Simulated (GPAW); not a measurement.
Crystal: W.

```xyz
1
Lattice="0.0000 2.0300 2.0300 2.0300 0.0000 2.0300 2.0300 2.0300 0.0000" Properties=species:S:1:pos:R:3 pbc="T T T"
W     0.0000    0.0000    0.0000
```

This isn't the form of W at room conditions, which is bcc.

```yaml
Program: GPAW 26.7.0
Task: relaxation of cell and atoms
Functional: r2SCAN
Dispersion: D3(BJ)
Potentials_or_basis: GPAW PAW data sets (gpaw-data 1.2.1)
Cutoff: 600 eV
Basis: pw
k_mesh: 11 × 11 × 11
Occupations: fermi-dirac, width 0.05 eV
Spin: no spin polarisation
```

At the start: pressure -11.1 GPa; volume 16.73 Å³/atom.

Q: Where does the relaxation end?

A: Over 3 steps the energy falls by 24.4 meV/atom and the volume is 16.08 Å³/atom (-3.9 %); space group Fm-3m (No. 225, to 0.05 Å).

The path:
| step | energy change (eV) | largest force (eV/Å) | pressure (GPa) | volume (Å³) |
| --- | --- | --- | --- | --- |
| 1 | 0.0000 | 0.0000 | -11.15 | 16.73 |
| 2 | -0.0228 | 0.0000 | 3.11 | 15.92 |
| 3 | -0.0244 | 0.0000 | -0.16 | 16.08 |

Final structure:
```yaml
crystal:
  lattice:
    - [0.00000, 2.00349, 2.00349]
    - [2.00349, 0.00000, 2.00349]
    - [2.00349, 2.00349, 0.00000]
  atoms:
    - { symbol: W, position: [0.00000, 0.00000, 0.00000] }
```

Caveat: later steps reuse the first step's grids; the PAW data sets were made with another functional, which shifts forces and pressure a little; pairwise dispersion overbinds metals, which lowers pressure and volume.
